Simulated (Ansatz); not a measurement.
## Reading a calculation: zincblende-structured BaS

Level of theory: DFT, PBEsol, scalar-relativistic, no spin polarisation; plane waves to 420 eV with PAW datasets (Ansatz 0.2.0), 8×8×8 k-mesh, Gaussian smearing of 0.05 eV. The datasets are Ansatz's generated set soft_2.

This is a trial structure; measured cells of the compound in the Crystallography Open Database are in space group Fm-3m (rock salt).

The relaxed structure (symmetry read at 0.01 Å). The structure is cubic, space group F-43m (No. 216). The conventional cell has a = 6.937 Å, b = 6.937 Å, c = 6.937 Å, α = 90.00°, β = 90.00°, γ = 90.00°. Ba (site symmetry -43m) is surrounded by 4 S at 3.00 Å. Around S (site symmetry -43m) lie 4 Ba at 3.00 Å. (Neighbours are counted to 15 % beyond the shortest distance.)

Results at this level of theory:

```
Volume                                                : 41.74 Å³/atom
Band gap                                              : 2.67 eV
Smallest direct gap                                   : 3.36 eV
Formation energy from the elements (0 K, uncorrected) : -1.87 eV/atom
Bulk modulus (Birch–Murnaghan)                        : 30 GPa
Pressure derivative B0′                               : 4.0
Shear modulus (Hill)                                  : 3.7 GPa
Young's modulus                                       : 10.7 GPa
Poisson's ratio                                       : 0.44
Elastically stable                                    : barely (least eigenvalue 2.7 GPa), so the shear moduli are uncertain
```

Formal charges Ba²⁺, S²⁻ balance and leave closed shells on every ion, so a band insulator is expected, and the gap is 2.67 eV.

Q: What kind of gap is it?

A: It is indirect: 2.67 eV, against 3.36 eV for the smallest direct gap. Within 0.6 eV of the edges the projected states are 97 % S 3p at the top of the valence band and 76 % Ba 6s at the bottom of the conduction band. The lowest excitation takes an electron from S back to Ba, as in ionic insulators.

Q: How stiff is it, in energy terms?

A: B0·V0 = 29.9 GPa × 41.72 Å³ = 7.79 eV/atom sets the scale: near the minimum ΔE ≈ ½ B0 V0 x², with x = V/V0 − 1, and a pressure of 0.30 GPa squeezes the volume by about 1 %. At the ends of the curve: x = −4.0 % predicts 6.1 meV/atom and the run gives 6.6; x = +4.0 % predicts 6.3 meV/atom and the run gives 5.9. The lopsidedness is anharmonic: atoms resist being pushed together more than being pulled apart.

Q: Which Debye temperature follows from the elastic moduli?

A: K = 30 GPa and G = 3.7 GPa (Hill). With a density of 3.370 g/cm³ (mean mass 84.7 u, 41.74 Å³/atom), K = 29.87 and G = 3.71 GPa from the unrounded constants, v_l = √((K + 4G/3)/ρ) = 3210 m/s and v_t = √(G/ρ) = 1050 m/s. The mean [(1/v_l³ + 2/v_t³)/3]^(−1/3) is 1190 m/s, and θ_D = (ħ/k_B)(6π²/V)^(1/3) v_m ≈ 103 K, with V the volume an atom.

Semilocal functionals underestimate band gaps, commonly by a third or more. No spin–orbit coupling, a notable omission for heavy elements.
